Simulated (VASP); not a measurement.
Na2S:

```xyz
3
Lattice="0.0000 3.2492 3.2492 3.2492 0.0000 3.2492 3.2492 3.2492 0.0000" Properties=species:S:1:pos:R:3 pbc="T T T"
Na    1.6246    1.6246    1.6246
Na    4.8737    4.8737    4.8737
S     0.0000    0.0000    0.0000
```

The cell comes from a database or a generator and needn't be the stable form of this composition.

```yaml
Program: VASP 6.6.1
Task: relaxation of cell and atoms
Functional: PBE
Potentials_or_basis: VASP PAW PBE potentials, release 64 (Na_pv, S)
Cutoff: 600 eV
k_mesh: 8 × 8 × 8
Occupations: gaussian, width 0.02 eV
Spin: no spin polarisation
```

At the start: pressure 1.0 GPa; volume 22.87 Å³/atom.

Q: How do energy, volume and symmetry change on relaxing?

A: Over 3 steps the energy falls by 2.3 meV/atom and the volume is 23.65 Å³/atom (+3.4 %); space group Fm-3m (No. 225, to 0.05 Å).

The path:
```
step  energy change (eV)  largest force (eV/Å)  pressure (GPa)  volume (Å³)
   1              0.0000                0.0000            1.00        68.60
   2             -0.0060                0.0000            0.37        70.02
   3             -0.0070                0.0000           -0.02        70.96
```

Final structure:
```yaml
crystal:
  lattice:
    - [0.00000, 3.28601, 3.28601]
    - [3.28601, 0.00000, 3.28601]
    - [3.28601, 3.28601, 0.00000]
  atoms:
    - { symbol: Na, position: [0.25000, 0.25000, 0.25000] }
    - { symbol: Na, position: [0.75000, 0.75000, 0.75000] }
    - { symbol: S, position: [0.00000, 0.00000, 0.00000] }
```
